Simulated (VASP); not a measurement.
## A VASP 6.6.1 single-point calculation on CdTe

INCAR

```
SIGMA = 0.02
EDIFF = 1E-7
NSW = 0
LDAU = .TRUE.
ISIF = 2
PREC = Accurate
IBRION = -1
LDAUJ = 0 0
LASPH = .TRUE.
ENCUT = 520
ISMEAR = -1
NELM = 76
NBANDS = 16
LDAUL = 2 -1
ADDGRID = .TRUE.
LCHARG = .FALSE.
LDAUU = 8.0 0
GGA = PE
LWAVE = .FALSE.
LMAXMIX = 4
LDAUTYPE = 2
LREAL = .FALSE.
```

KPOINTS

```
KPOINTS created by Atomic Simulation Environment
0
Gamma
6 6 6
0 0 0
```

POSCAR

```
Cd Te
 1.0000000000000000
     0.0000000000000000    3.2396116692999999    3.3316974651000000
     3.2396116692999999    0.0000000000000000    3.3316974651000000
     3.2396116692999999    3.2396116692999999    0.0000000000000000
 Cd  Te
   1   1
Cartesian
  0.0000000000000000  0.0000000000000000  0.0000000000000000
  1.6198058346499999  1.6198058346499999  1.6658487325500000
```

The recommended PBE PAW datasets give the neutral cell 18 valence electrons.

Command

```
mpirun -np 1 vasp_std
```

Q: Predict the outcome of this run.

A: It converged. Results: gap between bands v and c on the k mesh 1.00 eV; least direct gap on the k mesh 1.00 eV; pressure 0.9 GPa. Band v is the last that the valence electrons fill when counted band by band, and c is the next.

OSZICAR

```
N       E                     dE             d eps       ncg     rms          rms(c)
DAV:   1     0.102058189664E+03    0.10206E+03   -0.86345E+03   968   0.973E+02
DAV:   2    -0.405308753441E-01   -0.10210E+03   -0.98747E+02  1184   0.224E+02
DAV:   3    -0.398315927399E+01   -0.39426E+01   -0.39372E+01  1192   0.493E+01
DAV:   4    -0.401744540886E+01   -0.34286E-01   -0.34285E-01  1416   0.454E+00
DAV:   5    -0.401773247462E+01   -0.28707E-03   -0.28707E-03  1248   0.322E-01    0.942E+00
DAV:   6    -0.386066762617E+01    0.15706E+00   -0.45319E-01  1128   0.915E+00    0.604E+00
DAV:   7    -0.388911280784E+01   -0.28445E-01   -0.16316E-01  1072   0.326E+00    0.222E+00
DAV:   8    -0.389641268292E+01   -0.72999E-02   -0.36207E-02  1184   0.193E+00    0.397E-01
DAV:   9    -0.389659488397E+01   -0.18220E-03   -0.13947E-03  1160   0.321E-01    0.154E-01
DAV:  10    -0.389676694952E+01   -0.17207E-03   -0.21661E-04  1240   0.104E-01    0.382E-02
DAV:  11    -0.389680188322E+01   -0.34934E-04   -0.29669E-05  1256   0.341E-02    0.139E-02
DAV:  12    -0.389681113811E+01   -0.92549E-05   -0.12669E-05  1168   0.199E-02    0.431E-03
DAV:  13    -0.389681169645E+01   -0.55834E-06   -0.13927E-06  1232   0.781E-03    0.156E-03
DAV:  14    -0.389681202531E+01   -0.32886E-06   -0.16355E-07  1224   0.241E-03    0.836E-04
DAV:  15    -0.389681204949E+01   -0.24186E-07   -0.52428E-08   992   0.144E-03
   1 F= -.38968120E+01 E0= -.38968120E+01  d E =-.392912E-11
```

Standard output (part)

```
POSCAR found type information on POSCAR CdTe
 POSCAR found :  2 types and       2 ions
 LDA part: xc-table for (Slater+PW92), standard interpolation
 POSCAR, INCAR and KPOINTS ok, starting setup
 WAVECAR not read
 entering main loop
```

For comparison, a separate PBE run of the intended cell, on usual settings and not on those above, gives a gap of 0.65 eV on its mesh and a pressure of 1.5 GPa.
